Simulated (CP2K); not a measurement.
Tc under changes of volume

One of the cells (14.297 Å³/atom); the others are scaled copies at fixed shape and fractional positions:

```
Tc
1.0
     2.74000    0.00000    0.00000
    -1.37000    2.37291    0.00000
     0.00000    0.00000    4.39800
Tc
2
Cartesian
  1.3700 0.7910 3.2985
  0.0000 1.5819 1.0995
```

```yaml
Program: CP2K 2026.2
Functional: PBE
Potentials_or_basis: POTENTIAL_UZH Tc GTH-PBE-q15; TZVP-MOLOPT-PBE-GTH basis
Density_cutoff: 6123 eV
k_mesh: 11 × 11 × 6
Occupations: fermi-dirac, width 0.05 eV
Spin: no spin polarisation
```

| volume (Å³/atom) | energy over the lowest point (meV/atom) | pressure (GPa) |
| --- | --- | --- |
| 13.440 | ? | ? |
| 13.726 | 56.29 | 21.5 |
| 14.011 | 24.98 | 13.8 |
| 14.297 | 6.65 | 6.9 |
| 14.583 | 0.00 | 0.7 |
| 14.869 | 3.83 | -4.8 |
| 15.155 | 17.08 | -9.8 |

**Question.** What does the run at 13.440 Å³/atom give?

**Answer.** Energy over the lowest point 102.04 meV/atom; pressure 30.0 GPa.

Worked out: A Birch-Murnaghan fit of order 3 (a polynomial in V^(-2/3)) to the other rows has its minimum at 14.62 Å³/atom with B0 = V·E''(V) = 296 GPa and B' = 4.6 at fixed shape and positions, which overstates the stiffness. It gives 102.28 meV/atom at 13.440 Å³/atom, against the run's 102.04, and -dE/dV = 30.2 GPa, against 30.0.

Energies are extrapolated to zero smearing.

Caveats: the basis of atomic orbitals isn't converged, which shifts pressures, moduli and gaps.
